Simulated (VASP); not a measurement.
Wanted: the native input for a VASP 6.6.1 run.

| Property | Result |
| --- | --- |
| Task | single point |
| Functional | PBEsol |
| Potentials or basis | VASP PAW PBE potentials, release 64 (Hg, Te) |
| Cutoff | 520 eV |
| k mesh | 14 × 14 × 14 |
| Occupations | gaussian, width 0.15 eV |
| Spin | no spin polarisation |
| Dipole correction | no |
| Further INCAR settings | ALGO = Fast; EDIFF = 1e-06; NBANDS = 16 |

The structure of HgTe lies in POSCAR:

```
HgTe
1.0
    0.0000000000      3.2309728500      3.0771170000
    3.2309728500      0.0000000000      3.0771170000
    3.2309728500      3.2309728500      0.0000000000
Hg Te
1 1
Direct
    0.0000000000      0.0000000000      0.0000000000
    0.5000000000      0.5000000000      0.5000000000
```

Measurements of this composition are mostly on another form, of space group No. 216.

The cell isn't the ideal one: strain +0.050 along x and y, +0.000 along z, atoms carried along.

One way to write it, as run:

INCAR

```
ALGO     = Fast           # electronic algorithm
EDIFF    = 1E-6           # SCF threshold, eV
ENCUT    = 520            # plane-wave cutoff, eV
GGA      = PS             # functional
ISIF     = 2              # what is computed and relaxed
ISMEAR   = 0              # smearing method
LASPH    = T              # aspherical terms in the spheres
LCHARG   = F              # write CHGCAR
LREAL    = F              # projectors in reciprocal space
LWAVE    = F              # write WAVECAR
NBANDS   = 16             # bands
NELM     = 100            # most SCF steps
PREC     = Accurate       # precision mode
SIGMA    = 0.15           # smearing width, eV
```

KPOINTS

```
k-points
0
Gamma
  14 14 14
```

Potentials or basis: VASP PAW PBE potentials, release 64 (Hg, Te).

The run is started by

```console
$ cat potpaw_PBE.64/Hg/POTCAR potpaw_PBE.64/Te/POTCAR > POTCAR
$ mpirun -np 1 vasp_std > vasp.out
```

Results of the run:

The pressure is -6.1 GPa and the band gap on the k mesh is none (metal or under the smearing width).

Caveat: the PAW data sets were made with another functional, which shifts forces and pressure a little.

Wall time 2.7 min on 1 thread of AMD EPYC 9R45 96-Core Processor (Zen 5), on a shared host, peak memory 0.38 GiB.
